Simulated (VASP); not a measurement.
# Mg: single point with PBE

The system is Mg.

```
Mg
1.0
     3.20930    0.00000    0.00000
    -1.60465    2.77934    0.00000
     0.00000    0.00000    5.21030
Mg
2
Cartesian
  1.6047 0.9264 3.9077
  0.0000 1.8529 1.3026
```

| Quantity | Value |
| --- | --- |
| Program | VASP 6.6.1 |
| Task | single point |
| Functional | PBE |
| Potentials or basis | VASP PAW PBE potentials, release 64 (Mg) |
| Cutoff | 500 eV |
| k mesh | 10 × 10 × 5 |
| Occupations | gaussian, width 0.02 eV |
| Spin | no spin polarisation |

```json
{
  "Pressure": "-0.6 GPa",
  "Band gap on the k mesh": "none (metal or under the smearing width)"
}
```

Stress tensor (GPa, compression positive):
```
-0.81  0.00  0.00
 0.00 -0.81  0.00
 0.00  0.00 -0.09
```

Levels at points of the mesh, in eV from the Fermi level:
```tsv
k point	band 1	band 2	band 3	band 4	band 5
(0.00, 0.00, 0.00)	-6.87	-1.65	-1.24	10.88	10.88
(0.50, 0.00, 0.00)	-2.11	-2.11	2.65	3.03	3.25
```

It took 6.8 s on 1 thread of AMD EPYC 9R45 (Zen 5), with other jobs on the host, peak memory 0.12 GiB.
